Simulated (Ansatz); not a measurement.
# Re: pressure against volume scale

All results are calculated (Ansatz 0.2.0). Periodic Kohn-Sham DFT of a crystal at fixed atoms, scaled to volume_scale times the given cell; pressure positive in compression, energy less spherical unpolarised free atoms, largest_vzz the field gradient of largest size among the nuclei.

The cell before it is scaled or strained (space group Im-3m, No. 229):
```
cell vectors (Å)
  -1.5570     1.5570     1.5570
   1.5570    -1.5570     1.5570
   1.5570     1.5570    -1.5570
atoms (fractions of the cell vectors)
Re  0.00000  0.00000  0.00000
```

Settings of every row: method frozen-core PAW; functional PBE; relativity scalar; k mesh 15x15x15; filling fermi-dirac; smearing width 0.05 eV; wave cutoff 420 eV; paw set soft_2.

Atom start moment: 0 on all atoms.

Limits: no spin-orbit coupling on heavy atoms; the cell comes from a prototype or a list of computed structures and needn't be the stable phase.

```
row  volume scale  V (Å³/atom)  pressure (GPa)
  1        0.9405         14.2          24.892
  2          0.98       14.796               ?
  3             1       15.099           0.001
  4          1.02         15.4          -6.691
  5          1.06       16.004         -18.036
```

Question: what pressure should row 2 give?

Worked fit of pressure. Take u = (V_r/V)^(2/3) − 1 with V_r = 15.25 Å³ an atom, which is twice the finite (Eulerian) strain; such expansions in the strain, on which the Birch-Murnaghan equation of state is built, carry the rest volume and the bulk modulus. The shown rows have u = 0.04871, 0.00666, -0.0065, -0.03166. Least squares give pressure = −3.451 + 508.413 × u + 1508.08 × u² GPa; a straight line predicts inner rows, each left out in turn, worse (root mean square 1.5 against 0.002 GPa). The rows lie off it by 0.000, -0.001, 0.001, 0.000. The pressure vanishes at u = 0.0067, or V = 15.1 Å³ an atom, and there the bulk modulus at fixed shape and fractions is B = −V dP/dV = (2/3)(1 + u) dP/du = 355 GPa. The withheld row has u = 0.02035, so the fit gives −3.451 + 508.413 × (0.02035) + 1508.08 × (0.02035)² = 7.520 GPa.

The calculation gave 7.475 GPa. The fit lies 0.045 GPa (0.1 % of the column's range) above it; its largest miss of a shown row is 0.001 GPa.
